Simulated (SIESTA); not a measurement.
The system is HgTe (Coloradoite).

```xyz
2
Lattice="0.0000 3.2145 3.2145 3.2145 0.0000 3.2145 3.2145 3.2145 0.0000" Properties=species:S:1:pos:R:3 pbc="T T T"
Hg    0.0000    0.0000    0.0000
Te    4.8217    4.8217    4.8217
```

Base run:

```yaml
Program: SIESTA 5.4.2
Functional: vdW-DF-cx
Potentials_or_basis: PseudoDojo 0.4 standard (PBE files)
Basis: DZP (energy shift 0.003 Ry; two zetas on semicore shells)
Grid_cutoff: 800 Ry
Energy_shift: 0.003 Ry
k_mesh: 7 × 7 × 7
Occupations: fermi-dirac, width 0.05 eV
Spin: no spin polarisation
```

Its results: band gap on the k mesh none (metal or under the smearing width); pressure 3.2 GPa.

After a change of settings the same cell gave: band gap on the k mesh none (metal or under the smearing width); pressure 5.1 GPa. Which change was it?
A. functional from vdW-DF-cx to vdW-DF
B. functional from vdW-DF-cx to optB88-vdW
C. functional from vdW-DF-cx to vdW-DF-C09
D. functional from vdW-DF-cx to vdW-DF2

B.

Caveats: short orbitals over semicore shells can move pressures by several GPa; the valence orbitals were made in a potential fitted to the semicore shell under them, which widens gaps by tenths of an eV or more; the potentials were made for another functional, which shifts forces and pressure; spin-orbit coupling is left out, which moves the levels of the heavy elements; the basis of atomic orbitals isn't converged, which shifts pressures, moduli and gaps.

Runs at the PBE level aren't shown here.
